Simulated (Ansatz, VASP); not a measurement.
# PbS: VASP beside Ansatz

INCAR

```
SYSTEM = PbS
  ALGO = Fast
  EDIFF = 1E-6
  ENCUT = 520
  GGA = CA
  ISIF = 2
  ISMEAR = 0
  LASPH = .True.
  LCHARG = .False.
  LREAL = .False.
  LWAVE = .False.
  NBANDS = 17
  NELM = 100
  PREC = Accurate
  SIGMA = 0.15
```

Contents of KPOINTS:

```
k-points
0
Gamma
  14 14 14
  0 0 0
```

Contents of POSCAR:

```
PbS
1.0
    3.6536590000      0.0000000000      0.0000000000
    0.0000000000      3.6536590000      0.0000000000
    0.0000000000      0.0000000000      3.3613662800
Pb S
1 1
Direct
    0.0000000000      0.0000000000      0.0000000000
    0.5000000000      0.5000000000      0.5000000000
```

Input for Ansatz:

```yaml
crystal:
  lattice:
    - [3.653659, 0.0, 0.0]
    - [0.0, 3.653659, 0.0]
    - [0.0, 0.0, 3.36136628]
  atoms:
    - { symbol: Pb, position: [0.0, 0.0, 0.0] }
    - { symbol: S, position: [0.5, 0.5, 0.5] }
basis:
  ecutwfc: 420
kpoints:
  mp_grid: { grid: [14, 14, 14] }
hamiltonian:
  xc: lda
scf:
  occupations: { method: gaussian, width: 0.15 }
output:
  forces: true
  stress: true
  eigenvalues: true
```

Change from the starting cell: strain +0.000 along x and y, -0.080 along z, atoms carried along.

Alike in both runs: task single point; functional LDA; k mesh 14 × 14 × 14; occupations gaussian, width 0.15 eV; no spin polarisation.

|  | VASP | Ansatz |
| --- | --- | --- |
| version | VASP 6.6.1 | Ansatz 0.2.0 |
| potentials or method | VASP PAW LDA potentials, release 64 (Pb_d, S) | scalar-relativistic, plane waves, PAW |
| plane-wave cutoff (eV) | 520 | 420 |
| valence electrons in the cell | 20 | 20 |

```csv
,VASP,Ansatz,Ansatz less VASP
gap on the k mesh at the Fermi level (eV),none,none,-
pressure (GPa),-0.2,-0.3,-0.06
largest component of the traceless stress (GPa),4.66,4.61,-0.043
```

A gap of «none» marks a metal or a gap that the smearing closes.

The runs have no spin-orbit coupling, so splittings on Pb are missing.
